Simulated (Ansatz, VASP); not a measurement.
## TiC: VASP beside Ansatz

File INCAR:

```
SYSTEM = TiC
  ALGO = Normal
  EDIFF = 1E-6
  ENCUT = 520
  GGA = PS
  ISIF = 2
  ISMEAR = -1
  LASPH = .True.
  LCHARG = .False.
  LREAL = .False.
  LWAVE = .False.
  NBANDS = 15
  NELM = 60
  PREC = Accurate
  SIGMA = 0.05
```

Contents of KPOINTS:

```
k-points
0
Gamma
  11 11 11
  0 0 0
```

File POSCAR:

```
TiC
1.0
    0.0000000000      2.2081947028      2.2081947028
    2.2081947028      0.0000000000      2.2081947028
    2.2081947028      2.2081947028      0.0000000000
Ti C
1 1
Direct
    0.0000000000      0.0000000000      0.0000000000
    0.5000000000      0.5000000000      0.5000000000
```

File input.yaml:

```yaml
crystal:
  lattice:
    - [0.0, 2.2081947028, 2.2081947028]
    - [2.2081947028, 0.0, 2.2081947028]
    - [2.2081947028, 2.2081947028, 0.0]
  atoms:
    - { symbol: Ti, position: [0.0, 0.0, 0.0] }
    - { symbol: C, position: [0.5, 0.5, 0.5] }
kpoints:
  mp_grid: { grid: [11, 11, 11] }
scf:
  occupations: { method: fermi_dirac, width: 0.05 }
hamiltonian:
  xc: pbesol
  pseudopotentials: { kind: all_electron, lapw: { basis_error: 0.001 } }
output:
  forces: true
  stress: true
  eigenvalues: true
```

Change from the starting cell: volume scaled by 1.06.

Alike in both runs: task single point; functional PBEsol; k mesh 11 × 11 × 11; occupations fermi-dirac, width 0.05 eV; no spin polarisation.

|  | VASP | Ansatz |
| --- | --- | --- |
| version | VASP 6.6.1 | Ansatz 0.2.0 |
| potentials or method | VASP PAW PBE potentials, release 64 (Ti_sv, C) | all-electron LAPW, scalar-relativistic |
| plane-wave cutoff (eV) | 520 | see its input |

```csv
,VASP,Ansatz,Ansatz less VASP
gap on the k mesh at the Fermi level (eV),none,none,-
pressure (GPa),-18.8,-19.2,-0.34
```

A gap of «none» marks a metal or a gap that the smearing closes. Ansatz ran all-electron here, so the differences hold the error of VASP's frozen core and of both bases.

Caveats: so large a pressure means that the cell lies far from this level's equilibrium, or that cutoff or potentials fall short (VASP); the potentials were made for another functional, which shifts forces and pressure (VASP).
